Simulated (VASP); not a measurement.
```
CELL_PARAMETERS angstrom
      2.64546     0.00000     0.00000
     -1.32273     2.29104     0.00000
      0.00000     0.00000     4.32054
ATOMIC_POSITIONS crystal
  Be 0.33333 0.66667 0.00000
  Be 0.66667 0.33333 0.50000
  O  0.33333 0.66667 0.37500
  O  0.66667 0.33333 0.87500
```

Calculation: PBE GGA, VASP's PBE PAW potentials (set 64) (plane waves; VASP 6.6.1). Run with 520 eV cut-off, 10×10×6 Γ-centred mesh, Gaussian smearing of 0.050 eV, potentials Be O.

Energy and stress use the plane-wave basis of the starting cell.

Q: The ions, cell shape and volume are relaxed. Which structure does the run end with?

A: 
```
CELL_PARAMETERS angstrom
      2.71250     0.00000     0.00000
     -1.35625     2.34909     0.00000
      0.00000     0.00000     4.40608
ATOMIC_POSITIONS crystal
  Be 0.33333 0.66667 0.99861
  Be 0.66667 0.33333 0.49861
  O  0.33333 0.66667 0.37639
  O  0.66667 0.33333 0.87639
```
Space group P6_3mc (186), at a tolerance of 0.03 Å.

Q: How do energy and volume change from the first to the last step?

A: The energy (σ→0) changes by -24.0 meV/atom and the volume by +7.2 %, in 7 ionic steps.

```csv
step,E(σ→0) (eV),max force (eV/Å),pressure (GPa),volume (Å³)
1,-28.3618,0.098,16.76,26.19
2,-28.4437,0.019,-5.60,28.87
3,-28.4574,0.037,0.00,28.09
4,-28.4574,0.036,-0.32,28.13
5,-28.4578,0.012,-0.27,28.13
6,-28.4578,0.001,-0.26,28.12
7,-28.4578,0.000,0.05,28.08
```

The structure was generated: BeO was put into the wurtzite type (P6_3mc), which need not be its known phase. This run relaxes it. Symmetry was kept, so distortions that lower it aren't found.
